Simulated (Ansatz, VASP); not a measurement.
# Nb: VASP beside Ansatz

```xyz
1
Lattice="0.0190 2.0870 2.1152 2.1156 -0.0089 2.1431 2.1207 2.1199 -0.0140" Properties=species:S:1:pos:R:3 pbc="T T T"
Nb    0.0000    0.0000    0.0000
```

This isn't the form of Nb at room conditions, which is bcc.

Alike in both runs: task single point; functional PBEsol; k mesh 6 × 6 × 6; occupations fermi-dirac, width 0.05 eV; no spin polarisation.

|  | VASP | Ansatz |
| --- | --- | --- |
| version | VASP 6.6.1 | Ansatz 0.2.0 |
| potentials or method | VASP PAW PBE potentials, release 64 (Nb_sv) | plane waves, PAW |
| plane-wave cutoff (eV) | 520 | 540 |
| valence electrons in the cell | 13 | 13 |

VASP gave:

| Quantity | Value |
| --- | --- |
| pressure (GPa) | -7.4 |
| largest component of the traceless stress (GPa) | 2.51 |

Q: What did Ansatz give for the same quantities?

A: Pressure (GPa): -7.1; largest component of the traceless stress (GPa): 2.52.

The functional is the same, so the differences come from potentials, cutoffs and numerics. Ansatz warned: «stress_scf_threshold_loose».

Caveats: the k mesh is coarse (spacing up to 0.43 Å⁻¹), so the values aren't converged; the PAW data sets were made with another functional, which shifts forces and pressure a little (VASP).
